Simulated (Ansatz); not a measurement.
BaTe (started from an entry of an open crystallographic database), relaxed with r2SCAN: it is cubic, Fm-3m (No. 225); a = 7.065 Å in the conventional setting, 44.08 Å³ an atom. Ba has 6 Te at 3.53 Å; Te has 6 Ba at 3.53 Å. One-shot G0W0@PBE in the PAW code Ansatz on a 4×4×4 mesh (contour deformation, no spin-orbit coupling), from a PBE gap of 1.650 eV over the mesh points (the G0W0 gap is indirect on the mesh); the number N of bands summed and the screening cutoff rise together. (Simulation; spin polarisation is off.)

| N | cutoff (eV) | 1000/N | G0W0 gap (eV) |
| --- | --- | --- | --- |
| 213 | 100 | 4.695 | 2.609 |
| 496 | 180 | 2.016 | 2.705 |

Q: Lay a straight line in 1000/N through these rows.

A: The slope is -0.0358 eV per unit of 1000/N and the intercept 2.777 eV.

Q: Predict the gap at N = 950 (260 eV).

A: 2.777 + (-0.0358) × 1.053 = 2.739 eV; the run gives 2.739 eV, 0.000 eV from the line.

Q: With that run's result added, what limit do the last two rows suggest?

A: Their slope is (2.739 − 2.705)/(1.053 − 2.016) = -0.0353, which meets 1/N = 0 at 2.78 eV, against 2.777 eV from the first line. The two lines nearly agree; the k mesh isn't extrapolated.

Spin-orbit coupling is left out, which matters wherever the heavy atoms make up the band edges.
